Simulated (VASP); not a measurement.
# Pr (Fm-3m) in VASP: notebook, part 2 of 2

VASP 6.6.1. Earlier steps stand in the parts before.

**3. Relaxation of cell and atoms, PBEsol (cell strained at random at fixed volume)**

Contents of run.py:

```python
from ase.calculators.vasp import Vasp
from ase.io import read

atoms = read('Pr.cif')
calc = Vasp(
    directory='calc',
    xc='pbesol',
    pp='PBE',
    setups='recommended',
    prec='Accurate',
    encut=600,
    ediff=1e-06,
    ismear=1,
    sigma=0.2,
    lreal=False,
    lasph=True,
    nelm=100,
    algo='Fast',
    isif=3,
    lwave=False,
    lcharg=False,
    ibrion=2,
    nsw=60,
    ediffg=-0.005,
    kpts=[9, 9, 9],
    gamma=True,
)
atoms.calc = calc

print('energy (eV):', atoms.get_potential_energy())
print('free energy (eV):', atoms.get_potential_energy(force_consistent=True))
print('forces (eV/A):')
print(atoms.get_forces())
print('stress (eV/A^3, Voigt):', atoms.get_stress())
print('Fermi level (eV):', calc.get_fermi_level())
print('cell (A, degrees):', atoms.cell.cellpar())
print('volume (A^3):', atoms.get_volume())
print('scaled positions:')
print(atoms.get_scaled_positions())
```

Contents of Pr.cif:

```cif
data_Pr
_cell_length_a 3.62956530
_cell_length_b 3.66682346
_cell_length_c 3.57102259
_cell_angle_alpha 61.73329756
_cell_angle_beta 61.29750174
_cell_angle_gamma 60.04539348
_space_group_name_H-M_alt 'P1'
_space_group_name_Hall 'P 1'
_space_group_IT_number 1
loop_
_space_group_symop_operation_xyz
'x,y,z'
loop_
_atom_site_label
_atom_site_type_symbol
_atom_site_symmetry_multiplicity
_atom_site_Wyckoff_symbol
_atom_site_fract_x
_atom_site_fract_y
_atom_site_fract_z
_atom_site_occupancy
Pr1 Pr 1 a 0.0000000000 0.0000000000 0.0000000000 1
```

Potentials or basis: VASP PAW PBE potentials, release 64 (Pr_3), 4f in core.

Run with:

```console
> python run.py
```

The program printed:

```text
energy (eV): -5.17030159
free energy (eV): -5.17096413
forces (eV/A):
[[0. 0. 0.]]
stress (eV/A^3, Voigt): [-9.67058300e-05 -1.62062407e-05 -1.12160425e-04 -3.52945982e-05
  2.11803740e-06  3.83529314e-05]
Fermi level (eV): 3.70479272
cell (A, degrees): [ 3.64190265  3.64270481  3.64177653 60.00434042 59.99793658 59.99946178]
volume (A^3): 34.163024393363855
scaled positions:
[[0.00000000e+00 8.80746959e-19 0.00000000e+00]]
```

OUTCAR:

```text
ENCUT = 600.000000
   EDIFF = 1.00e-06
   EDIFFG = -5.00e-03
   GGA = PS
   PREC = Accurate
   IBRION = 2
   ISIF = 3
   ISMEAR = 1
   NELM = 100
   NSW = 60
   LASPH = .TRUE.
   LREAL = .FALSE.

 ion  position               nearest neighbor table
   1  0.000  0.000  0.000-

  Warning from LATTYP: Got some problem with cell dimensions!
  Tried to take original basis but could not verify dimensions!
  LATTYP: Found a triclinic cell.
 ALAT       =     3.6295653000
 B/A-ratio  =     1.0058614253
 C/A-ratio  =     0.9838706002
 COS(alpha) =     0.0018133268
 COS(beta)  =     0.4802617431
 COS(gamma) =     0.4926729655

  Lattice vectors:

 A1 = (  -3.6295653000,   0.0000000000,   0.0000000000)
 A2 = (  -1.7986700342,   3.1770138200,   0.0000000000)
 A3 = (  -1.7150255336,  -0.9635224927,  -2.9803547043)

Analysis of symmetry for initial positions (statically):
=====================================================================
 Subroutine PRICEL returns:
 Original cell was already a primitive cell.

 Routine SETGRP: Setting up the symmetry group for a
 triclinic supercell.

 Subroutine GETGRP returns: Found  2 space group operations
 (whereof  2 operations were pure point group operations)
 out of a pool of  2 trial point group operations.

The static configuration has the point symmetry S_2 .

Analysis of symmetry for dynamics (positions and initial velocities):
=====================================================================
 Subroutine PRICEL returns:
 Original cell was already a primitive cell.

 Routine SETGRP: Setting up the symmetry group for a
 triclinic supercell.

 Subroutine GETGRP returns: Found  2 space group operations
 (whereof  2 operations were pure point group operations)
 out of a pool of  2 trial point group operations.

The dynamic configuration has the point symmetry S_2 .

 Subroutine INISYM returns: Found  2 space group operations
 (whereof  2 operations are pure point group operations),
 and found     1 'primitive' translations

----------------------------------------------------------------------------------------

                                     Primitive cell

  volume of cell :      34.3670

  direct lattice vectors                    reciprocal lattice vectors
     3.629565300  0.000000000  0.000000000     0.275515087 -0.158777801 -0.107211879
     1.830895266  3.177013820  0.000000000     0.000000000  0.314760985 -0.101759461
     1.715025534  0.963522493  2.980354704     0.000000000  0.000000000  0.335530532

[... 93 lines left out ...]
   NUPDOWN=      -1.0000    fix difference up-down
   EMIN   =  10.00;   EMAX   =-10.00  energy-range for DOS
   EFERMI =   0.00;   METHOD = LEGACY
   ISMEAR =     1;   SIGMA  =   0.20  broadening in eV -4-tet -1-fermi 0-gaus
   EFERMI_NEDOS =   21; number of points for ismear=-14 and -15
   IALGO  =     68    algorithm
   IMIX   =      4    mixing-type and parameters
     AMIX     =   0.40;   BMIX     =  1.00
     AMIX_MAG =   1.60;   BMIX_MAG =  1.00
  volume/ion in A,a.u.               =      34.37       231.92
  Fermi-wavevector in a.u.,A,eV,Ry     =   1.119847  2.116203 17.062471  1.254056
  Thomas-Fermi vector in A             =   2.256489
   LORBIT       =      0    0 simple, 1 ext, 2 COOP (PROOUT), +10 PAW based schemes
   GGA     = PS    functional components
   LHFCALC =     F    Hartree Fock is set to
   AEXX    =    0.0000 exact exchange contribution
   IVDW    =     0    specifies the selected vdW correction
   LEPSILON=     F    determine dielectric tensor
   LRPA    =     F    only Hartree local field effects (RPA)
 conjugate gradient relaxation of ions
 non-spin polarized calculation
 RMM-DIIS sequential band-by-band and
 Methfessel and Paxton  Order N= 1 SIGMA  =   0.20
  energy-cutoff  :      600.00
  volume of cell :       34.37
 maximum number of plane-waves:      1166
 NGX is ok and might be reduce to    30
   NGX = 15   NGY = 15   NGZ = 15

--------------------------------------- Ionic step        1  -------------------------------------------

 number of electron      11.0000000 magnetization

 Free energy of the ion-electron system (eV)
  ---------------------------------------------------
  ext. energy  EPLUGINS =         0.00000000
  ---------------------------------------------------
  free energy    TOTEN  =        -5.16723901 eV

  energy without entropy =       -5.16480508  energy(sigma->0) =       -5.16642770

------------------------ aborting loop because EDIFF is reached ----------------------------------------

  FORCE on cell =-STRESS in cart. coord.  units (eV):
  Direction    XX          YY          ZZ          XY          YZ          ZX
  --------------------------------------------------------------------------------------
  -------------------------------------------------------------------------------------
  Total        0.0133268     -0.1400888     -0.0535933      0.0129595      0.1043782      0.0928235
  in kB        0.6212920     -6.5308885     -2.4985023      0.6041658      4.8660745      4.3273960
  external PRESSURE =      -2.8026996 kB  Pullay stress =       0.0000000 kB
[... 57 lines left out ...]
--------------------------------------- Ionic step        3  -------------------------------------------

 number of electron      11.0000000 magnetization

 E-fermi :   3.7815     XC(G=0): -10.0026

 val. band max:        3.7799652216   @ k =  -0.1111  -0.2222   0.1111
 cond. band min:       3.7998894237   @ k =   0.1111   0.3333   0.2222
 fundamental gap:      0.0199242021
 Fermi energy:         3.7815491928

 k-point     1 :       0.0000    0.0000    0.0000
  band No.  band energies     occupation
      1     -32.4948      2.00000
      2     -13.7719      2.00000
      3     -13.7671      2.00000
      4     -13.7650      2.00000
      5       0.0053      2.00000
      6       5.1170     -0.00000
      7       5.2800     -0.00000
      8       5.2941     -0.00000
      9       7.6337     -0.00000
[... 485 lines left out ...]
--------------------------------------- Ionic step        9  -------------------------------------------

 number of electron      11.0000000 magnetization

 Free energy of the ion-electron system (eV)
  ---------------------------------------------------
  ext. energy  EPLUGINS =         0.00000000
  ---------------------------------------------------
  free energy    TOTEN  =        -5.17096413 eV

  energy without entropy =       -5.16897652  energy(sigma->0) =       -5.17030159

 E-fermi :   3.7048     XC(G=0):  -9.9430

 val. band max:        3.6623795191   @ k =  -0.2222   0.0000   0.4444
 cond. band min:       3.7145318771   @ k =   0.1111   0.2222   0.3333
 fundamental gap:      0.0521523580
 Fermi energy:         3.7047927195

 k-point     1 :       0.0000    0.0000    0.0000
  band No.  band energies     occupation
      1     -32.5917      2.00000
      2     -13.8919      2.00000
      3     -13.8913      2.00000
      4     -13.8911      2.00000
      5      -0.0731      2.00000
      6       5.1387     -0.00000
      7       5.1424     -0.00000
      8       5.1431     -0.00000
      9       7.6239     -0.00000
[... 304 lines left out ...]
  FREE ENERGIE OF THE ION-ELECTRON SYSTEM (eV)
  ---------------------------------------------------
  free  energy   TOTEN  =        -5.1709641257 eV

  energy  without entropy=       -5.1689765180  energy(sigma->0) =       -5.17030159

 reached required accuracy - stopping structural energy minimisation
```

INCAR:

```text
ENCUT = 600.000000
SIGMA = 0.200000
EDIFF = 1.00e-06
EDIFFG = -5.00e-03
ALGO = Fast
GGA = PS
PREC = Accurate
IBRION = 2
ISIF = 3
ISMEAR = 1
NELM = 100
NSW = 60
LASPH = .TRUE.
LCHARG = .FALSE.
LWAVE = .FALSE.
LREAL = .FALSE.
```

Run time: 19 min. Hardware: 1 thread of Intel Xeon Platinum 8488C (Sapphire Rapids), shared host; peak memory 0.31 GiB.

What came out:

```
Free energy                            : -5.1710 eV
Relaxed volume                         : 34.16 Å³/atom
Relaxed cell                           : a = 3.642 Å, b = 3.643 Å, c = 3.642 Å, α = 60.00°, β = 60.00°, γ = 60.00°
Space group after relaxing (to 0.05 Å) : Fm-3m (No. 225)
Energy gained by relaxing              : 3.7 meV/atom
Ionic steps                            : 9
Pressure after relaxing                : 0.0 GPa
Band gap on the k mesh                 : none (metal or under the smearing width)
```

The path:
| step | energy change (eV) | largest force (eV/Å) | pressure (GPa) | volume (Å³) |
| --- | --- | --- | --- | --- |
| 1 | 0.0000 | 0.0000 | -0.28 | 34.37 |
| 2 | -0.0021 | 0.0000 | 0.11 | 34.07 |
| 3 | -0.0025 | 0.0000 | 0.51 | 33.68 |
| 4 | -0.0027 | 0.0000 | 0.35 | 33.80 |
| 5 | -0.0035 | 0.0000 | 0.07 | 34.11 |
| 6 | -0.0035 | 0.0000 | -0.02 | 34.20 |
| 7 | -0.0036 | 0.0000 | -0.02 | 34.20 |
| 8 | -0.0037 | 0.0000 | -0.02 | 34.20 |
| 9 | -0.0037 | 0.0000 | 0.01 | 34.16 |

Final structure:
```cif
data_structure
_symmetry_space_group_name_H-M 'P 1'
_symmetry_Int_Tables_number 1
_cell_length_a 3.6419
_cell_length_b 3.6427
_cell_length_c 3.6418
_cell_angle_alpha 60.004
_cell_angle_beta 59.998
_cell_angle_gamma 59.999
_cell_volume 34.16
loop_
_atom_site_label
_atom_site_type_symbol
_atom_site_fract_x
_atom_site_fract_y
_atom_site_fract_z
_atom_site_occupancy
Pr1 Pr 0.00000 0.00000 0.00000 1
```

Caveat: the PAW data sets were made with another functional, which shifts forces and pressure a little; the 4f electrons are frozen in the core as for a trivalent ion, so they carry no moment and show no levels.
